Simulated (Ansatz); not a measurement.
# BAs (F-43m): how far a G0W0 gap depends on its settings

How well converged is a G0W0 gap of zincblende BAs?

The runs shown are made with Ansatz 0.2.0. G0W0, plane waves. Computed at 0 K without zero-point motion; spin polarisation is off.

### 1 The structure to begin with

The cell was relaxed beforehand with r2SCAN.

The symmetry is F-43m (No. 216, cubic); a = 4.784 Å in the conventional setting, 13.68 Å³ an atom. Near B stand 4 As at 2.07 Å; near As stand 4 B at 2.07 Å.

As a file:

```
B As
1.0
     0.00000    2.39187    2.39187
     2.39187    0.00000    2.39187
     2.39187    2.39187    0.00000
B As
1 1
Cartesian
  0.0000 0.0000 0.0000
  1.1959 1.1959 1.1959
```

### 2 62 empty bands, 100 eV

input.yaml reads:

```yaml
crystal:
  lattice:
    - [0.0, 2.3918676082, 2.3918676082]
    - [2.3918676082, 0.0, 2.3918676082]
    - [2.3918676082, 2.3918676082, 0.0]
  atoms:
    - { symbol: B, position: [0.0, 0.0, 0.0] }
    - { symbol: As, position: [0.25, 0.25, 0.25] }
kpoints:
  mp_grid: { grid: [6, 6, 6] }
hamiltonian:
  xc: pbe
scf:
  occupations: { method: fixed }
gw:
  n_empty_bands: 62
  ecut_chi: 100
  qp_bands: [v2, c2]
  qp_kpoints: band_edges
  screening: { model: contour_deformation }
```

### 3 150 empty bands, 180 eV

input.yaml: that of step 2 with these lines changed.

```diff
@@ -15,4 +15,4 @@
 gw:
-  n_empty_bands: 62
-  ecut_chi: 100
+  n_empty_bands: 150
+  ecut_chi: 180
   qp_bands: [v2, c2]
```

### 4 291 empty bands, 260 eV

input.yaml: that of step 3 with these lines changed.

```diff
@@ -15,4 +15,4 @@
 gw:
-  n_empty_bands: 150
-  ecut_chi: 180
+  n_empty_bands: 291
+  ecut_chi: 260
   qp_bands: [v2, c2]
```

### 5 Starting from HSE06

input.yaml: that of step 4 with these lines changed.

```diff
@@ -11,3 +11,3 @@
 hamiltonian:
-  xc: pbe
+  xc: hse06
 scf:
@@ -15,4 +15,4 @@
 gw:
-  n_empty_bands: 291
-  ecut_chi: 260
+  n_empty_bands: 150
+  ecut_chi: 180
   qp_bands: [v2, c2]
```

### 6 Starting from r2SCAN

input.yaml: that of step 5 with these lines changed.

```diff
@@ -11,3 +11,3 @@
 hamiltonian:
-  xc: hse06
+  xc: r2scan
 scf:
```

### 7 Starting from PBE0

input.yaml: that of step 6 with these lines changed.

```diff
@@ -11,3 +11,3 @@
 hamiltonian:
-  xc: r2scan
+  xc: pbe0
 scf:
```

### 8 A plasmon pole in place of the full frequency dependence

input.yaml: that of step 7 with these lines changed.

```diff
@@ -11,3 +11,3 @@
 hamiltonian:
-  xc: pbe0
+  xc: pbe
 scf:
@@ -19,2 +19,2 @@
   qp_kpoints: band_edges
-  screening: { model: contour_deformation }
+  screening: { model: godby_needs }
```

### 9 A finer mesh, 8×8×8

input.yaml: that of step 8 with these lines changed.

```diff
@@ -9,3 +9,3 @@
 kpoints:
-  mp_grid: { grid: [6, 6, 6] }
+  mp_grid: { grid: [8, 8, 8] }
 hamiltonian:
@@ -15,6 +15,6 @@
 gw:
-  n_empty_bands: 150
-  ecut_chi: 180
+  n_empty_bands: 44
+  ecut_chi: 80
   qp_bands: [v2, c2]
   qp_kpoints: band_edges
-  screening: { model: godby_needs }
+  screening: { model: contour_deformation }
```

### 10 Norm-conserving pseudopotentials

input.yaml: that of step 9 with these lines changed.

```diff
@@ -9,5 +9,6 @@
 kpoints:
-  mp_grid: { grid: [8, 8, 8] }
+  mp_grid: { grid: [6, 6, 6] }
 hamiltonian:
   xc: pbe
+  pseudopotentials: { kind: nc }
 scf:
@@ -15,4 +16,4 @@
 gw:
-  n_empty_bands: 44
-  ecut_chi: 80
+  n_empty_bands: 150
+  ecut_chi: 180
   qp_bands: [v2, c2]
```

What does the calculation give? Wanted: for each run, start; potentials; frequencies; empty bands; cutoff; Kohn-Sham gap; G0W0 gap.

The runs gave:

| start | potentials | frequencies | empty bands | cutoff (eV) | mesh | Kohn-Sham gap (eV) | G0W0 gap (eV) |
| --- | --- | --- | --- | --- | --- | --- | --- |
| PBE | PAW | full | 62 | 100 | 6×6×6 | 1.28 | 1.84 |
| PBE | PAW | full | 150 | 180 | 6×6×6 | 1.28 | 1.94 |
| PBE | PAW | full | 291 | 260 | 6×6×6 | 1.28 | 1.97 |
| HSE06 | PAW | full | 150 | 180 | 6×6×6 | 1.94 | 2.21 |
| r2SCAN | PAW | full | 150 | 180 | 6×6×6 | 1.47 | 2.06 |
| PBE0 | PAW | full | 150 | 180 | 6×6×6 | 2.61 | 2.34 |
| PBE | PAW | pole | 150 | 180 | 6×6×6 | 1.28 | 1.91 |
| PBE | PAW | full | 44 | 80 | 8×8×8 | 1.20 | 1.68 |
| PBE | NC | full | 150 | 180 | 6×6×6 | 1.29 | 1.94 |

Gaps are those on each run's own mesh.

With bands and cutoff raised together, from 62 bands at 100 eV to 291 at 260 eV, the gap moves by +0.13 eV, and on the last rung by +0.03 eV; extrapolated in 1/N from the last two rungs, the limit on this k mesh would lie near 2.0 eV. The starting point matters: against PBE, HSE06 gives +0.27 eV, r2SCAN gives +0.12 eV, PBE0 gives +0.41 eV. The plasmon pole changes the gap by -0.027 eV. Norm-conserving potentials change it by +0.007 eV.
